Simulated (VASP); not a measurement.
Write the native input for VASP 6.6.1 that does the following.

* Task: density of states
* Functional: PBE
* Potentials or basis: VASP PAW PBE potentials, release 64 (Te, Cd)
* Cutoff: 520 eV
* k mesh: 7 × 7 × 7
* Occupations: gaussian, width 0.02 eV
* Spin: no spin polarisation
* k mesh for the DOS: 11 × 11 × 11
* Occupations for the DOS: tetrahedron
* Further INCAR settings: ALGO = Fast; EDIFF = 1e-07

The system is CdTe.

```xyz
2
Lattice="0.0000 3.2050 3.2050 3.2050 0.0000 3.2050 3.2050 3.2050 0.0000" Properties=species:S:1:pos:R:3 pbc="T T T"
Te    4.8075    4.8075    4.8075
Cd    0.0000    0.0000    0.0000
```

The input as run:

POSCAR

```
CdTe
1.0
    0.0000000000      3.2050000000      3.2050000000
    3.2050000000      0.0000000000      3.2050000000
    3.2050000000      3.2050000000      0.0000000000
Te Cd
1 1
Direct
    0.7500000000      0.7500000000      0.7500000000
    0.0000000000      0.0000000000      0.0000000000
```

INCAR.step1

```
SYSTEM = CdTe
  PREC = Accurate
  ENCUT = 520
  EDIFF = 1E-7
  ISMEAR = 0
  SIGMA = 0.02
  LREAL = .False.
  LASPH = .True.
  NELM = 60
  ALGO = Fast
  ISIF = 2
  LWAVE = .False.
  LCHARG = .True.
  GGA = PE
```

KPOINTS.step1

```
Automatic mesh
0
Gamma
  7 7 7
  0 0 0
```

INCAR.step2

```
SYSTEM = CdTe
  PREC = Accurate
  ENCUT = 520
  EDIFF = 1E-7
  ISMEAR = -5
  SIGMA = 0.02
  LREAL = .False.
  LASPH = .True.
  NELM = 60
  ALGO = Fast
  ISIF = 2
  LWAVE = .False.
  LCHARG = .False.
  GGA = PE
  LORBIT = 11
  NEDOS = 2001
  ICHARG = 11
```

KPOINTS.step2

```
Automatic mesh
0
Gamma
  11 11 11
  0 0 0
```

Potentials or basis: VASP PAW PBE potentials, release 64 (Te, Cd).

Launch:

```sh
$ cat potpaw_PBE.64/Te/POTCAR potpaw_PBE.64/Cd/POTCAR > POTCAR
$ cp INCAR.step1 INCAR
$ cp KPOINTS.step1 KPOINTS
$ mpirun -np 1 vasp_std > vasp.out
$ cp INCAR.step2 INCAR
$ cp KPOINTS.step2 KPOINTS
$ mpirun -np 1 vasp_std > vasp.out
```

It gave:

- Valence electrons inside the program's atomic spheres: Te 3.45; Cd 10.34

Run time: 39 s on 1 thread of Intel(R) Xeon(R) Platinum 8488C (Sapphire Rapids) (shared host), peak memory 0.22 GiB.
